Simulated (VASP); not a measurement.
## As under changes of volume

One of the cells (20.159 Å³/atom); the others are scaled copies at fixed shape and fractional positions:

```
CELL_PARAMETERS angstrom
2.72159 0.00000 0.00000
0.00000 2.72159 0.00000
0.00000 0.00000 2.72159
ATOMIC_POSITIONS crystal
As 0.50000 0.50000 0.50000
```

This isn't the form of As at room conditions, which is rhombohedral.

```yaml
Program: VASP 6.6.1
Functional: PBE
Potentials_or_basis: VASP PAW PBE potentials, release 64 (As)
Cutoff: 520 eV
k_mesh: 10 × 10 × 10
Occupations: fermi-dirac, width 0.05 eV
Spin: no spin polarisation
```

```csv
volume (Å³/atom),energy over the lowest point (meV/atom),pressure (GPa)
18.578,43.84,8.9
18.973,25.09,6.4
19.368,11.92,4.3
20.159,0.00,0.6
20.554,?,?
20.949,4.41,-2.3
```

Problem. What does the run at 20.554 Å³/atom give?

Solution. Energy over the lowest point 0.36 meV/atom; pressure -0.9 GPa.

Worked out: A Birch-Murnaghan fit of order 3 (a polynomial in V^(-2/3)) to the other rows has its minimum at 20.32 Å³/atom with B0 = V·E''(V) = 81 GPa and B' = 4.3. It gives 0.37 meV/atom at 20.554 Å³/atom, against the run's 0.36, and -dE/dV = -0.9 GPa, against -0.9.

Energies are extrapolated to zero smearing.
